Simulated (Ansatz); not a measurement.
Set up this calculation in Ansatz 0.2.0, as the native input.

| Property | Result |
| --- | --- |
| Task | single point |
| Functional | PBE |
| Potentials or basis | all-electron LAPW, scalar-relativistic |
| Cutoff | 130 eV (chosen from the basis error) |
| Basis error allowed | 0.001 eV/atom |
| k mesh | 11 × 11 × 11 |
| Occupations | gaussian, width 0.019 eV |
| Spin | no spin polarisation |

Crystal: Al.

```
Al
1.0
     0.00000    2.02481    2.02481
     2.02481    0.00000    2.02481
     2.02481    2.02481    0.00000
Al
1
Direct
  0.00000 0.00000 0.00000
```

The input as run:

input.yaml

```yaml
crystal:
  lattice:
    - [0.0, 2.024805, 2.024805]
    - [2.024805, 0.0, 2.024805]
    - [2.024805, 2.024805, 0.0]
  atoms:
    - { symbol: Al, position: [0.0, 0.0, 0.0] }
kpoints:
  mp_grid: { grid: [11, 11, 11] }
scf:
  occupations: { method: gaussian, width: 0.019 }
hamiltonian:
  xc: pbe
  pseudopotentials: { kind: all_electron, lapw: { basis_error: 0.001 } }
output:
  forces: true
  stress: true
  eigenvalues: true
```

Potentials or basis: all-electron LAPW, scalar-relativistic.

Run with:

```sh
$ ansatz run input.yaml --threads 1 --pin off --max-ram 3072MiB --backend cpu --events-out ev --progress --plain --runs-dir out
```

Results of the run:

```
Pressure               : -0.5 GPa
Band gap on the k mesh : none (metal or under the smearing width)
```

Wall time 1.5 s on 1 thread of Arm Neoverse V1, with other jobs on the host, peak memory 0.19 GiB.
